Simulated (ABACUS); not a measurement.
# GaN (P6_3mc) in ABACUS: a series of runs, part 2 of 2

ABACUS 3.10.1. Earlier steps stand in the parts before.

### 3 Band structure, r2SCAN

Input file INPUT:

```
INPUT_PARAMETERS
suffix              GaN
calculation         nscf
basis_type          lcao
pseudo_dir          ./
orbital_dir         ./
symmetry            -1
dft_functional      MGGA_X_R2SCAN+MGGA_C_R2SCAN
ecutwfc             100.0
pseudo_rcut         10
nspin               1
nbands              28
ks_solver           genelpa
smearing_method     fd
smearing_sigma      0.00367493
scf_thr             1e-07
scf_nmax            100
mixing_type         broyden
mixing_beta         0.7
mixing_tau          1
init_chg            file
out_band            1
```

Input file STRU:

```
ATOMIC_SPECIES
Ga 69.7230 Ga_ONCV_PBE-1.2.upf
N 14.0070 N_ONCV_PBE-1.2.upf

NUMERICAL_ORBITAL
Ga_confined-atom_8au_2s2p2d.orb
N_confined-atom_6au_2s2p1d.orb

LATTICE_CONSTANT
1.8897261246

LATTICE_VECTORS
3.1800000000 0.0000000000 0.0000000000
-1.5900000000 2.7539607840 0.0000000000
0.0000000000 0.0000000000 5.1660000000

ATOMIC_POSITIONS
Direct

Ga
0.0
2
0.6666666667 0.3333333333 0.5000000000 1 1 1
0.3333333333 0.6666666667 0.0000000000 1 1 1

N
0.0
2
0.6666666667 0.3333333333 0.8750000000 1 1 1
0.3333333333 0.6666666667 0.3750000000 1 1 1
```

Input file KPT:

```
K_POINTS
12
Line
0.00000000 0.00000000 0.00000000 10 // G
0.50000000 0.00000000 0.00000000 10 // M
0.33333333 0.33333333 0.00000000 10 // K
0.00000000 0.00000000 0.00000000 10 // G
0.00000000 0.00000000 0.50000000 10 // A
0.50000000 0.00000000 0.50000000 10 // L
0.33333333 0.33333333 0.50000000 10 // H
0.00000000 0.00000000 0.50000000 1 // A
0.50000000 0.00000000 0.50000000 10 // L
0.50000000 0.00000000 0.00000000 1 // M
0.33333333 0.33333333 0.00000000 10 // K
0.33333333 0.33333333 0.50000000 1 // H
```

Potentials or basis: SG15 ONCV 1.2 PBE, DZP LCAO (the cutoffs set its grid).

Run with:

```bash
$ OMP_NUM_THREADS=1 mpirun -np 4 abacus > log
```

Run time: 2.2 s. Hardware: 4 MPI ranks of Intel Xeon Platinum 8375C at 2.90GHz (Ice Lake), shared host; peak memory 0.4 GiB.

Results (log left out):

```yaml
Band_gap_along_the_path: 2.33 eV, direct
```

Levels at the corners of the path, in eV from the Fermi level:
```
point  band 16  band 17  band 18  band 19  band 20  band 21
    Γ    -1.07    -1.05    -1.05     1.28     3.73     9.25
    M    -4.05    -3.43    -2.15     4.37     5.07     5.67
    K    -4.27    -4.27    -3.92     4.55     7.47     7.47
    Γ    -1.07    -1.05    -1.05     1.28     3.73     9.25
    A    -1.64    -1.64    -1.64     3.69     3.69     8.26
    L    -3.18    -3.14    -3.14     3.73     3.73     7.27
    H    -5.48    -2.72    -2.72     5.84     5.84     6.85
    A    -1.64    -1.64    -1.64     3.69     3.69     8.26
    L    -3.18    -3.14    -3.14     3.73     3.73     7.27
    M    -4.05    -3.43    -2.15     4.37     5.07     5.67
    K    -4.27    -4.27    -3.92     4.55     7.47     7.47
    H    -5.48    -2.72    -2.72     5.84     5.84     6.85
```

Caveat: the atomic orbitals were generated for these runs and aren't a published set; the density is read from an earlier self-consistent run, whose mesh may be coarse; the potentials were made for another functional, which shifts forces and pressure; the basis of atomic orbitals isn't converged, which shifts pressures, moduli and gaps.

### 4 Equation of state, r2SCAN, 10.63 Å³/atom (volume scaled by 0.94)

Input file INPUT:

```
INPUT_PARAMETERS
suffix              GaN
calculation         scf
basis_type          lcao
pseudo_dir          ./
orbital_dir         ./
symmetry            1
dft_functional      MGGA_X_R2SCAN+MGGA_C_R2SCAN
ecutwfc             100
pseudo_rcut         10
nspin               1
nbands              22
ks_solver           scalapack_gvx
smearing_method     fd
smearing_sigma      0.00367493
scf_thr             1e-07
scf_nmax            100
mixing_type         broyden
mixing_beta         0.7
cal_force           1
cal_stress          1
mixing_tau          1
out_mul             1
```

Changes to STRU since step 3:

```diff
@@ -12,5 +12,5 @@
 LATTICE_VECTORS
-3.1800000000 0.0000000000 0.0000000000
--1.5900000000 2.7539607840 0.0000000000
-0.0000000000 0.0000000000 5.1660000000
+3.1150838257 0.0000000000 0.0000000000
+-1.5575419129 2.6977417280 0.0000000000
+0.0000000000 0.0000000000 5.0605418376
```

Input file KPT:

```
K_POINTS
0
Gamma
7 7 4 0 0 0
```

Run with:

```bash
$ OMP_NUM_THREADS=1 mpirun -np 4 abacus > log
```

Wall time 33 s (4 MPI ranks of Intel Xeon Platinum 8375C at 2.90GHz (Ice Lake), shared host); peak memory 0.48 GiB.

The run converged. Its results:

```
Free energy            : -4082.6523 eV
Pressure               : 15.7 GPa
Largest force          : 0.131 eV/Å
Band gap on the k mesh : 2.79 eV, direct
Mulliken charges       : Ga +0.85, +0.84; N -0.84, -0.85 e
```

Caveat: the atomic orbitals were generated for these runs and aren't a published set; Mulliken charges move with the basis; the potentials were made for another functional, which shifts forces and pressure; the basis of atomic orbitals isn't converged, which shifts pressures, moduli and gaps.

### 5 Equation of state, r2SCAN, 11.08 Å³/atom (volume scaled by 0.98)

INPUT is that of step 4.

Changes to STRU since step 4:

```diff
@@ -12,5 +12,5 @@
 LATTICE_VECTORS
-3.1150838257 0.0000000000 0.0000000000
--1.5575419129 2.6977417280 0.0000000000
-0.0000000000 0.0000000000 5.0605418376
+3.1586570750 0.0000000000 0.0000000000
+-1.5793285375 2.7354772688 0.0000000000
+0.0000000000 0.0000000000 5.1313278144
```

KPT is that of step 4.

Run with:

```bash
$ OMP_NUM_THREADS=1 mpirun -np 4 abacus > log
```

It took 32 s on 4 MPI ranks of Intel Xeon Platinum 8375C at 2.90GHz (Ice Lake), shared host; peak memory 0.48 GiB.

Results (log left out):

| Item | Value |
| --- | --- |
| Free energy | -4082.7722 eV |
| Pressure | 5.9 GPa |
| Largest force | 0.118 eV/Å |
| Band gap on the k mesh | 2.48 eV, direct |
| Mulliken charges | Ga +0.82, +0.81; N -0.81, -0.82 e |

Caveat: the atomic orbitals were generated for these runs and aren't a published set; Mulliken charges move with the basis; the potentials were made for another functional, which shifts forces and pressure; the basis of atomic orbitals isn't converged, which shifts pressures, moduli and gaps.

### 6 Equation of state, r2SCAN, 11.54 Å³/atom (volume scaled by 1.02)

INPUT is that of step 5.

Changes to STRU since step 5:

```diff
@@ -12,5 +12,5 @@
 LATTICE_VECTORS
-3.1586570750 0.0000000000 0.0000000000
--1.5793285375 2.7354772688 0.0000000000
-0.0000000000 0.0000000000 5.1313278144
+3.2010602164 0.0000000000 0.0000000000
+-1.6005301082 2.7721994664 0.0000000000
+0.0000000000 0.0000000000 5.2002129176
```

KPT is that of step 5.

Potentials or basis: SG15 ONCV 1.2 PBE, DZP LCAO (the cutoffs set its grid).

Run with:

```bash
$ OMP_NUM_THREADS=1 mpirun -np 4 abacus > log
```

Wall time 29 s (4 MPI ranks of Intel Xeon Platinum 8375C at 2.90GHz (Ice Lake), shared host); peak memory 0.48 GiB.

It converged, with:

```
Free energy            : -4082.7934 eV
Pressure               : -1.9 GPa
Largest force          : 0.104 eV/Å
Band gap on the k mesh : 2.19 eV, direct
Mulliken charges       : Ga +0.81, +0.79; N -0.79, -0.80 e
```

Caveat: the atomic orbitals were generated for these runs and aren't a published set; Mulliken charges move with the basis; the potentials were made for another functional, which shifts forces and pressure; the basis of atomic orbitals isn't converged, which shifts pressures, moduli and gaps.

### 7 Equation of state, r2SCAN, 11.99 Å³/atom (volume scaled by 1.06)

INPUT is that of step 6.

Changes to STRU since step 6:

```diff
@@ -12,5 +12,5 @@
 LATTICE_VECTORS
-3.2010602164 0.0000000000 0.0000000000
--1.6005301082 2.7721994664 0.0000000000
-0.0000000000 0.0000000000 5.2002129176
+3.2423687753 0.0000000000 0.0000000000
+-1.6211843877 2.8079737278 0.0000000000
+0.0000000000 0.0000000000 5.2673198406
```

KPT is that of step 6.

Run with:

```bash
$ OMP_NUM_THREADS=1 mpirun -np 4 abacus > log
```

It took 26 s on 4 MPI ranks of Intel Xeon Platinum 8375C at 2.90GHz (Ice Lake), shared host; peak memory 0.44 GiB.

Results (log left out):

| Property | Result |
| --- | --- |
| Free energy | -4082.7362 eV |
| Pressure | -8.0 GPa |
| Largest force | 0.092 eV/Å |
| Band gap on the k mesh | 1.90 eV, direct |
| Mulliken charges | Ga +0.79, +0.77; N -0.78 e |

Caveat: the atomic orbitals were generated for these runs and aren't a published set; Mulliken charges move with the basis; the potentials were made for another functional, which shifts forces and pressure; the basis of atomic orbitals isn't converged, which shifts pressures, moduli and gaps.

### 8 Equation of state, r2SCAN

Potentials or basis: SG15 ONCV 1.2 PBE, DZP LCAO (the cutoffs set its grid).

This step only gathers the single runs of the series.

What came out:

```yaml
Equilibrium_volume: 11.42 Å³/atom
Bulk_modulus_at_fixed_shape_and_positions: 185 GPa
Pressure_derivative_of_the_bulk_modulus: "4.8 (rough: it moves with the points fitted)"
```

Energy against volume, from the lowest point:
```csv
volume (Å³/atom),energy (meV/atom)
10.632,35.28
11.084,5.31
11.537,0.00
11.989,14.30
```

Caveat: the atomic orbitals were generated for these runs and aren't a published set; the cell was scaled at fixed shape and fractional positions, which overstates the stiffness of a crystal with free parameters, most of all of layers and chains; the potentials were made for another functional, which shifts forces and pressure; the basis of atomic orbitals isn't converged, which shifts pressures, moduli and gaps.

### 9 Against experiment

Step 2. A measured gap of GaN is 3.503 eV (direct; quoted in “Studying electronic properties in GaN without electrical contacts using γ-γ vs e−-γ Perturbed Angular Correlations”, 2019, pmc:6823545); the calculated 1.89 eV misses it by -1.61 eV. Spin-orbit coupling on Ga is left out. The value is that of PBEsol, without temperature or zero-point motion. Semilocal functionals fall short of measured gaps as a rule.

Step 3. Measured gap of GaN: 3.503 eV (direct; quoted in “Studying electronic properties in GaN without electrical contacts using γ-γ vs e−-γ Perturbed Angular Correlations”, 2019, pmc:6823545). This calculation gives 2.33 eV (-1.17 eV). Spin-orbit coupling on Ga is left out. The value is that of r2SCAN in an atomic basis (SG15 ONCV 1.2 PBE, DZP LCAO (the cutoffs set its grid)), whose error adds to the functional's,, without temperature or zero-point motion.
